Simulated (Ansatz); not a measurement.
# Response of AlP

Input of a DFT run with Ansatz (development build), a test cell that isn't relaxed; energies in eV and lengths in Å:

```yaml
crystal:
  lattice:
    - [0.0, 2.755, 2.755]
    - [2.755, 0.0, 2.755]
    - [2.755, 2.755, 0.0]
  atoms:
    - { symbol: Al, position: [0, 0, 0] }
    - { symbol: P, position: [0.25, 0.25, 0.25] }
kpoints:
  mp_grid: { grid: [3, 3, 3] }
hamiltonian:
  xc: pbe
  dispersion: none
  pseudopotentials: { kind: nc, accuracy: standard }
magnetization:
  spin_polarized: false
scf:
  occupations: { method: fixed }
phonons:
  method: fd
  supercell: [3, 3, 3]
```

Command: `ansatz run input.yaml --threads 8 --max-ram 24GiB`

It ran on PseudoDojo norm-conserving at the default cutoff.

Caveats: very coarse k mesh, result far from converged.

Question: Give the harmonic phonon frequencies (cm⁻¹, i for unstable; at q = 0 without the three modes nearest zero and without LO–TO term) at (0.000, 0.000, 0.000).

Answer: 
(0.000, 0.000, 0.000): 430 (×3)

Time of the run on 8 threads of a server CPU (model not recorded), shared host: about 20 s of wall time (7.0 cores busy on average), 1.9 GiB of host memory.
